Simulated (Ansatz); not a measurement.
## Worked example: C2H6O2S + C2H4O2 → CH4O3S + C3H6O

Species: C2H6O2S (dimethyl sulfone) `CS(C)(=O)=O`, singlet; C2H4O2 (acetic acid) `CC(=O)O`, singlet; CH4O3S `CS(=O)(=O)O`, singlet; C3H6O (acetone) `CC(C)=O`, singlet. The partners trade CH3 for OH: S–CH3 and C–OH bonds give way to S–OH and C–CH3.

Shapes, held fixed at every level: PBE0-D4/def2-TZVP. Flexible molecules stand in one conformer, not always the lowest. Programs: Ansatz 0.2.0. The zero-point and thermal change to 298 K, harmonic and unscaled (PBE0-D4/def2-TZVP), is -2.4 kJ/mol.

At CCSD(T)/CBS estimate; 1 Eh = 2625.50 kJ/mol:

```
species  energy (Eh)
C2H6O2S  -627.823626
 C2H4O2  -228.875292
 CH4O3S  -663.746155
  C3H6O  -192.940165
```

Problem. Work out ΔH(298 K) of the reaction at this level.

Solution. 
1. Products less reactants: (-663.746155) + (-192.940165) − [(-627.823626) + (-228.875292)] = 0.012598 Eh = +33.1 kJ/mol.
2. With the thermal change: +33.1 + (-2.4) = +30.7 kJ/mol.

Other levels give +30.9 (wB97M-V/def2-TZVPP) to +54.3 kJ/mol (MP2/def2-SVP). No measured value is set beside it here. The CBS estimate extrapolates MP2 from def2-TZVPP and def2-QZVPP and adds CCSD(T) − MP2 in the triple-zeta set, cores frozen.
